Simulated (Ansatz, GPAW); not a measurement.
This is a calculation of Pb (Lead) for GPAW 26.7.0 (ASE script). 

run.py

```python
from ase.dft.bandgap import bandgap
from ase.io import read, write
from ase.units import GPa
from gpaw import GPAW, PW

atoms = read('POSCAR')

calc = GPAW(mode=PW(600),
            xc='PBE',
            kpts={'size': (9, 9, 9), 'gamma': True},
            occupations={'name': 'methfessel-paxton', 'order': 0, 'width': 0.027000000000000003},
            nbands=14,
            convergence={'density': 1e-05, 'energy': 1e-05},
            maxiter=150,
            txt='gpaw.txt')
atoms.calc = calc
energy = atoms.get_potential_energy()
forces = atoms.get_forces()
stress = atoms.get_stress()
calc.write('gs.gpw')
write('result.traj', atoms)
print(f'Energy: {energy:.6f} eV')
print('Forces (eV/A):')
print(forces.round(4))
print('Stress (GPa):', (stress / GPa).round(3))
print('Fermi level:', round(calc.get_fermi_level(), 4), 'eV')
print(f'Gap: {bandgap(calc)[0]:.4f} eV, direct: {bandgap(calc, direct=True)[0]:.4f} eV')
```

POSCAR

```
Pb
1.0
    0.0000000000      2.4750200000      2.4750200000
    2.4750200000      0.0000000000      2.4750200000
    2.4750200000      2.4750200000      0.0000000000
Pb
1
Direct
    0.0000000000      0.0000000000      0.0000000000
```

Potentials or basis: GPAW PAW data sets (gpaw-data 1.2.1), pw.

Command:

```bash
$ OMP_NUM_THREADS=1 python run.py
```

**Question.** Translate it to Ansatz 0.2.0. Potentials or basis there: all-electron LAPW, scalar-relativistic.

**Answer.** As run (cutoffs and basis follow the program's own potentials, and thresholds, step limits or extra output files can differ):

File input.yaml:

```yaml
crystal:
  lattice:
    - [0.0, 2.47502, 2.47502]
    - [2.47502, 0.0, 2.47502]
    - [2.47502, 2.47502, 0.0]
  atoms:
    - { symbol: Pb, position: [0.0, 0.0, 0.0] }
kpoints:
  mp_grid: { grid: [9, 9, 9] }
scf:
  occupations: { method: gaussian, width: 0.027 }
hamiltonian:
  xc: pbe
  pseudopotentials: { kind: all_electron, lapw: { basis_error: 0.001 } }
output:
  forces: true
  stress: true
  eigenvalues: true
```

Potentials or basis: all-electron LAPW, scalar-relativistic.

Command:

```console
$ ansatz run input.yaml --threads 1 --pin off --max-ram 3072MiB --backend cpu --events-out ev --progress --plain --runs-dir out
```

Both were run:

|  | GPAW | Ansatz |
| --- | --- | --- |
| Pressure | 2.0 GPa | 2.3 GPa |

Where Ansatz's input types no cutoff or centring, it takes its own default and a Γ-centred mesh.

Pressure is positive in compression.
